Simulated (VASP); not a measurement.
Set up this calculation in VASP 6.6.1, as the native input.

- Task: relaxation of cell and atoms
- Functional: PBEsol
- Potentials or basis: VASP PAW PBE potentials, release 64 (Al, As)
- Cutoff: 600 eV
- k mesh: 8 × 8 × 8
- Occupations: gaussian, width 0.03 eV
- Spin: no spin polarisation
- Further INCAR settings: ALGO = Normal; EDIFF = 1e-06; IBRION = 2; EDIFFG = -0.01; NSW = 90; ISIF = 3

The structure of AlAs lies in POSCAR:

```
AlAs
1.0
    0.0000000000      2.8304000000      2.8304000000
    2.8304000000      0.0000000000      2.8304000000
    2.8304000000      2.8304000000      0.0000000000
Al As
1 1
Direct
    0.0000000000      0.0000000000      0.0000000000
    0.2500000000      0.2500000000      0.2500000000
```

The input as run:

INCAR

```
PREC = Accurate
ENCUT = 600
EDIFF = 1E-6
ISMEAR = 0
SIGMA = 0.03
LREAL = False
LASPH = True
NELM = 80
ALGO = Normal
ISIF = 3
LWAVE = False
LCHARG = False
GGA = PS
IBRION = 2
NSW = 90
EDIFFG = -0.01
KPAR = 8
```

KPOINTS

```
regular mesh
0
Gamma
  8 8 8
```

Potentials or basis: VASP PAW PBE potentials, release 64 (Al, As).

Run with:

```bash
$ cat potpaw_PBE.64/Al/POTCAR potpaw_PBE.64/As/POTCAR > POTCAR
$ mpirun -np 8 vasp_std > vasp.out
```

Results of the run:

| Item | Value |
| --- | --- |
| Relaxed volume | 22.93 Å³/atom |
| Relaxed cell | a = 4.018 Å, b = 4.018 Å, c = 4.018 Å, α = 60.00°, β = 60.00°, γ = 60.00° |
| Space group after relaxing (to 0.05 Å) | F-43m (No. 216) |
| Energy gained by relaxing | 0.6 meV/atom |
| Ionic steps | 3 |
| Pressure after relaxing | 0.0 GPa |
| Band gap on the k mesh | 1.34 eV, indirect (least direct gap 1.89 eV) |

Caveat: the PAW data sets were made with another functional, which shifts forces and pressure a little.

Run time: 5.1 s on 8 MPI ranks on AMD EPYC 9R45 96-Core Processor (Zen 5) (shared host), peak memory 0.18 GiB a rank.
